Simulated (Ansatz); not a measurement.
# A C vacancy in 4H SiC, 255 atoms, charge −2

Wanted: geometry, formation energy and gap levels of the defect, compared across PBEsol and HSE06.

All numbers are computed with Ansatz 0.2.0 (PAW, plane waves).

1 further run of the same task is left out (for a known fault of the program).

### Step 1. The starting cell

255 atoms (128 Si, 127 C); a = 12.312 Å, b = 10.663 Å, c = 20.152 Å, α = 90.00°, β = 90.00°, γ = 90.00°. All atoms were shaken off their sites by about 0.02 Å along each axis. Defect site 1: (0.500, 0.333, 0.469).

Plan of the steps: (2) PBEsol relaxation at the single k point (¼, ¼, ¼), on 1 × NVIDIA GB300 Max-Q with 32 threads of Arm Neoverse-V2; (3) HSE06 single point at the single k point (¼, ¼, ¼), on 1 × NVIDIA GB300 Max-Q with 32 threads of Arm Neoverse-V2.

### Step 2. Relaxation of the positions (PBEsol)

in.yaml reads:

```yaml
crystal:
  lattice:
    - [12.312272, 0.000000, 0.000000]
    - [0.000000, 10.662740, 0.000000]
    - [0.000000, 0.000000, 20.151893]
  atoms:
    - { symbol: Si, position: [0.997838, 0.999673, 0.250745] }
    - { symbol: Si, position: [0.999432, 0.000254, 0.748075] }
    - { symbol: Si, position: [0.247853, 0.000826, 0.251684] }
    - { symbol: Si, position: [0.251596, 0.997509, 0.750369] }
    # ... 74 atom lines left out here ...
    - { symbol: Si, position: [0.502105, 0.331929, 0.375866] }
    # ... 27 atom lines left out here ...
    - { symbol: Si, position: [0.375234, 0.252110, 0.500564] }
    # ... 7 atom lines left out here ...
    - { symbol: Si, position: [0.625265, 0.251741, 0.501422] }
    # ... 1 atom line left out here ...
    - { symbol: Si, position: [0.501426, 0.498793, 0.500433] }
    # ... 63 atom lines left out here ...
    - { symbol: C, position: [0.500857, 0.500726, 0.344052] }
    # ... 47 atom lines left out here ...
    - { symbol: C, position: [0.373988, 0.084695, 0.468450] }
    # ... 1 atom line left out here ...
    - { symbol: C, position: [0.250432, 0.330345, 0.469777] }
    # ... 8 atom lines left out here ...
    - { symbol: C, position: [0.378277, 0.580483, 0.469561] }
    # ... 7 atom lines left out here ...
    - { symbol: C, position: [0.625338, 0.582416, 0.469139] }
    # ... 7 atom lines left out here ...
  symmetry: { detect: false }
kpoints:
  mp_grid: { grid: [1, 1, 1], shift: [0.25, 0.25, 0.25] }
hamiltonian:
  xc: pbesol
total_charge: -2
scf:
  occupations: { method: fermi_dirac, width: 0.01 }
relax:
  f_tol: 0.03
  max_steps: 80
  escape_saddle: false
  adjacent_minimum: "off"
output:
  forces: true
  eigenvalues: true
  populations: true
  charged_corrections: { epsilon: 9.7 }
```

Started as:

```bash
ansatz run in.yaml --threads 32 --pin off --max-ram 171000MiB --runs-dir r --events-out ev --progress --plain --backend cuda --devices 0,
```

After this run come: Single point with HSE06.

Before running it: what results should come out? Wanted: for each run, formation energy; host gap; top filled to lowest empty.

As calculated:

```
             level           time  formation energy (eV)  host gap (eV)  top filled to lowest empty (eV)
PBEsol, relaxation     62 s (GPU)                   8.54           2.11                             0.79
             HSE06  2.6 min (GPU)                  10.52           3.14                             1.51
```

| quantity | value |
| --- | --- |
| relaxation | 13 recorded steps, 5.33 eV gained |
| largest shift | 0.57 Å (Si117) |

**Reading.** The relaxation lowers the energy by 5.33 eV; the largest shift is 0.57 Å (Si117). The formation energy at E_F = VBM goes from 8.54 eV (PBEsol) to 10.52 eV (HSE06), as the host gap goes from 2.11 to 3.14 eV. The reservoirs are the elements' reference phases; where the defect changes the composition, the value depends on that choice. HSE06 puts 2 localised levels over 0.1 eV inside the gap, at 1.77 (filled), 1.85 (filled) eV, the tightest of them shared by about 11 atoms. The host's edges were read at Γ, so band-like levels at this k point need not coincide with them. Finite-cell errors of some tenths of an eV remain in such numbers. The dielectric constant of 9.7 in the correction is an assumed value.
